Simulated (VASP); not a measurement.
Input of a VASP 6.6.1 run:

File INCAR:

```
SYSTEM = CdTe
PREC = Accurate ; ENCUT = 520
EDIFF = 1E-7 ; ISMEAR = 0
SIGMA = 0.02 ; LREAL = .False.
LASPH = .True. ; NELM = 150
ALGO = Normal ; ISIF = 2
LWAVE = .False. ; LCHARG = .False.
MAGMOM = 0 0 0 0 0 0 ; LORBIT = 11
LSORBIT = .True. ; GGA_COMPAT = .False.
LORBMOM = .True. ; GGA = PS
NBANDS = 30
```

File KPOINTS:

```
regular mesh
0
Gamma
  10 10 10
  0 0 0
```

POSCAR

```
CdTe
1.0
    0.0000000000      3.1598193843      3.1598193843
    3.1598193843      0.0000000000      3.1598193843
    3.1598193843      3.1598193843      0.0000000000
Cd Te
1 1
Direct
    0.0000000000      0.0000000000      0.0000000000
    0.2500000000      0.2500000000      0.2500000000
```

Potentials or basis: VASP PAW PBE potentials, release 64 (Cd, Te).

The run is started by

```console
$ cat potpaw_PBE.64/Cd/POTCAR potpaw_PBE.64/Te/POTCAR > POTCAR
$ mpirun -np 1 vasp_ncl > vasp.out
```

(1) Predict the pressure.

(2) Estimate the net moment.

## Answers

(1) 4.2 GPa.

(2) 0.00 μB per cell.

Caveat: the PAW data sets were made with another functional, which shifts forces and pressure a little.
